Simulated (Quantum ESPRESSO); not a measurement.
# BP (F-43m) in Quantum ESPRESSO: a series of runs, part 2 of 2

Quantum ESPRESSO 7.5. The steps go on from the part before.

## Step 3: Single point, LDA, 10.98 Å³/atom

File pw.in:

```
&CONTROL
  calculation = 'scf'
  prefix = 'pwscf'
  outdir = './tmp'
  pseudo_dir = './pseudo'
  tprnfor = .true.
  tstress = .true.
  disk_io = 'nowf'
/
&SYSTEM
  ibrav = 0
  nat = 2
  ntyp = 2
  ecutwfc = 76
  nbnd = 9
  occupations = 'smearing'
  smearing = 'fd'
  degauss = 0.00367493
/
&ELECTRONS
  conv_thr = 4d-10
  electron_maxstep = 120
  mixing_beta = 0.5
/
ATOMIC_SPECIES
P     30.9738 P.upf
B     10.8100 B.upf
CELL_PARAMETERS angstrom
   0.0000000000    2.2226808807    2.2226808807
   2.2226808807    0.0000000000    2.2226808807
   2.2226808807    2.2226808807    0.0000000000
ATOMIC_POSITIONS crystal
P      0.7500000000    0.7500000000    0.7500000000
B      0.0000000000    0.0000000000    0.0000000000
K_POINTS automatic
10 10 10 0 0 0
```

Potentials or basis: PseudoDojo 0.4.1 SR LDA standard.

Launch:

```
> OMP_NUM_THREADS=1 pw.x -in pw.in > pw.out
```

Run time: 9.7 s. Hardware: 1 thread of Arm Neoverse V2, shared host; peak memory 0.09 GiB.

The run converged. Its results:

```yaml
Free_energy: -270.6356 eV
Pressure: 5.1 GPa
Band_gap_on_the_k_mesh: 1.13 eV, indirect (least direct gap 3.49 eV)
```

## Step 4: Single point, LDA, 11.21 Å³/atom

Edit pw.in of step 3 so:

```diff
@@ -28,5 +28,5 @@
 CELL_PARAMETERS angstrom
-   0.0000000000    2.2226808807    2.2226808807
-   2.2226808807    0.0000000000    2.2226808807
-   2.2226808807    2.2226808807    0.0000000000
+   0.0000000000    2.2383340787    2.2383340787
+   2.2383340787    0.0000000000    2.2383340787
+   2.2383340787    2.2383340787    0.0000000000
 ATOMIC_POSITIONS crystal
```

Launch:

```
> OMP_NUM_THREADS=1 pw.x -in pw.in > pw.out
```

Run time: 9.8 s. Hardware: 1 thread of Arm Neoverse V2, shared host; peak memory 0.09 GiB.

It converged, with:

- Free energy: -270.6449 eV
- Pressure: 1.2 GPa
- Band gap on the k mesh: 1.16 eV, indirect (least direct gap 3.45 eV)

## Step 5: Single point, LDA, 11.45 Å³/atom

Edit pw.in of step 4 so:

```diff
@@ -28,5 +28,5 @@
 CELL_PARAMETERS angstrom
-   0.0000000000    2.2383340787    2.2383340787
-   2.2383340787    0.0000000000    2.2383340787
-   2.2383340787    2.2383340787    0.0000000000
+   0.0000000000    2.2537713532    2.2537713532
+   2.2537713532    0.0000000000    2.2537713532
+   2.2537713532    2.2537713532    0.0000000000
 ATOMIC_POSITIONS crystal
```

Launch:

```
> OMP_NUM_THREADS=1 pw.x -in pw.in > pw.out
```

Run time: 9.8 s. Hardware: 1 thread of Arm Neoverse V2, shared host; peak memory 0.09 GiB.

Results (log left out):

| Item | Value |
| --- | --- |
| Free energy | -270.6432 eV |
| Pressure | -2.4 GPa |
| Band gap on the k mesh | 1.18 eV, indirect (least direct gap 3.42 eV) |

## Step 6: Single point, LDA, 11.68 Å³/atom

Edit pw.in of step 5 so:

```diff
@@ -28,5 +28,5 @@
 CELL_PARAMETERS angstrom
-   0.0000000000    2.2537713532    2.2537713532
-   2.2537713532    0.0000000000    2.2537713532
-   2.2537713532    2.2537713532    0.0000000000
+   0.0000000000    2.2690000000    2.2690000000
+   2.2690000000    0.0000000000    2.2690000000
+   2.2690000000    2.2690000000    0.0000000000
 ATOMIC_POSITIONS crystal
```

Potentials or basis: PseudoDojo 0.4.1 SR LDA standard.

Launch:

```
> OMP_NUM_THREADS=1 pw.x -in pw.in > pw.out
```

Wall time 9 s (1 thread of Arm Neoverse V2, shared host); peak memory 0.09 GiB.

It converged, with:

```yaml
Free_energy: -270.6317 eV
Pressure: -5.6 GPa
Band_gap_on_the_k_mesh: 1.20 eV, indirect (least direct gap 3.39 eV)
```

## Step 7: Single point, LDA, 11.92 Å³/atom

Edit pw.in of step 6 so:

```diff
@@ -28,5 +28,5 @@
 CELL_PARAMETERS angstrom
-   0.0000000000    2.2690000000    2.2690000000
-   2.2690000000    0.0000000000    2.2690000000
-   2.2690000000    2.2690000000    0.0000000000
+   0.0000000000    2.2840269280    2.2840269280
+   2.2840269280    0.0000000000    2.2840269280
+   2.2840269280    2.2840269280    0.0000000000
 ATOMIC_POSITIONS crystal
```

Launch:

```
> OMP_NUM_THREADS=1 pw.x -in pw.in > pw.out
```

Wall time 9.9 s (1 thread of Arm Neoverse V2, shared host); peak memory 0.09 GiB.

The run converged. Its results:

- Free energy: -270.6112 eV
- Pressure: -8.5 GPa
- Band gap on the k mesh: 1.22 eV, indirect (least direct gap 3.36 eV)

## Step 8: Single point, LDA, 12.15 Å³/atom

Edit pw.in of step 7 so:

```diff
@@ -28,5 +28,5 @@
 CELL_PARAMETERS angstrom
-   0.0000000000    2.2840269280    2.2840269280
-   2.2840269280    0.0000000000    2.2840269280
-   2.2840269280    2.2840269280    0.0000000000
+   0.0000000000    2.2988586873    2.2988586873
+   2.2988586873    0.0000000000    2.2988586873
+   2.2988586873    2.2988586873    0.0000000000
 ATOMIC_POSITIONS crystal
```

Launch:

```
> OMP_NUM_THREADS=1 pw.x -in pw.in > pw.out
```

Wall time 9.1 s (1 thread of Arm Neoverse V2, shared host); peak memory 0.09 GiB.

The run converged. Its results:

* Free energy: -270.5826 eV
* Pressure: -11.2 GPa
* Band gap on the k mesh: 1.24 eV, indirect (least direct gap 3.33 eV)

## Step 9: Single point, LDA, 12.38 Å³/atom

Edit pw.in of step 8 so:

```diff
@@ -28,5 +28,5 @@
 CELL_PARAMETERS angstrom
-   0.0000000000    2.2988586873    2.2988586873
-   2.2988586873    0.0000000000    2.2988586873
-   2.2988586873    2.2988586873    0.0000000000
+   0.0000000000    2.3135014941    2.3135014941
+   2.3135014941    0.0000000000    2.3135014941
+   2.3135014941    2.3135014941    0.0000000000
 ATOMIC_POSITIONS crystal
```

Potentials or basis: PseudoDojo 0.4.1 SR LDA standard.

Launch:

```
> OMP_NUM_THREADS=1 pw.x -in pw.in > pw.out
```

Wall time 9.2 s (1 thread of Arm Neoverse V2, shared host); peak memory 0.09 GiB.

Results (log left out):

```
Free energy            : -270.5466 eV
Pressure               : -13.6 GPa
Band gap on the k mesh : 1.26 eV, indirect (least direct gap 3.30 eV)
```

## Step 10: Equation of state, LDA

This step only gathers the single runs of the series.

Results:

* Equilibrium volume: 11.29 Å³/atom
* Bulk modulus: 175 GPa
* Pressure derivative of the bulk modulus: 3.8

Energy against volume, from the lowest point:
| volume (Å³/atom) | energy (meV/atom) |
| --- | --- |
| 10.981 | 4.63 |
| 11.214 | 0.00 |
| 11.448 | 0.82 |
| 11.682 | 6.58 |
| 11.915 | 16.83 |
| 12.149 | 31.14 |
| 12.383 | 49.13 |

LDA usually gives volumes a few per cent too small.

## Step 11: Against experiment

Step 10. Against the measured bulk modulus of BP, 179 GPa (300 K; “Equation of state of single-crystal cubic boron phosphide”, 2014, arxiv:1407.1677), the calculated 175 GPa is off by -2.4 %. 3 values of this kind are on record (173 to 179 GPa); this one was drawn at random among those near their median, those with a stated uncertainty first. The fit is for a static lattice scaled at fixed shape and fixed fractional positions.
